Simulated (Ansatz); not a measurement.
# Band structure of NbN

```
CELL_PARAMETERS angstrom
0.00000 2.19450 2.19450
2.19450 0.00000 2.19450
2.19450 2.19450 0.00000
ATOMIC_POSITIONS crystal
Nb 0.50000 0.50000 0.50000
N 0.00000 0.00000 0.00000
```

Atom numbers follow the list: Nb1, N2.

Conventional cell: a = 4.389 Å, b = 4.389 Å, c = 4.389 Å, α = 90.00°, β = 90.00°, γ = 90.00°. Around Nb (atom 1) lie 6 N at 2.19 Å. N (atom 2) is surrounded by 6 Nb at 2.19 Å.

The geometry is COD entry 1538667, unchecked; take it as a test cell.

These are results of DFT, PBE, all-electron LAPW, scalar-relativistic (Ansatz 0.2.0), not measurements.

Sampling and basis: a Γ-centred 13×13×13 k mesh, Fermi–Dirac smearing of 0.08 eV, basis error target 0.25 meV/atom, no spin polarisation.

Points in fractions of the reciprocal vectors of this cell: Γ (0, 0, 0), X (0.5, 0, 0.5), U (0.625, 0.25, 0.625), K (0.375, 0.375, 0.75), L (0.5, 0.5, 0.5), W (0.5, 0.25, 0.75). The path joins them by straight lines in the order Γ–X–U–K–Γ–L–W–X; legs that retrace an earlier one aren't tabulated. Energies are in eV from the Fermi level.

Task: List the levels at Γ between -14 and 8 eV.

Result: -3.36 (×3), -2.03 (×3), -0.15 (×2), 3.26.

Task: List the levels at K between -14 and 8 eV.

Result: -6.84, -6.00, -5.66, -1.93, 2.00, 2.17, 4.10, 4.44.

Task: List the levels at W between -14 and 8 eV.

Result: -6.71, -6.04 (×2), -0.12 (×2), 2.81, 3.47, 4.59.

Task: What is the band gap?

Result: none: bands cross the Fermi level, a metal.
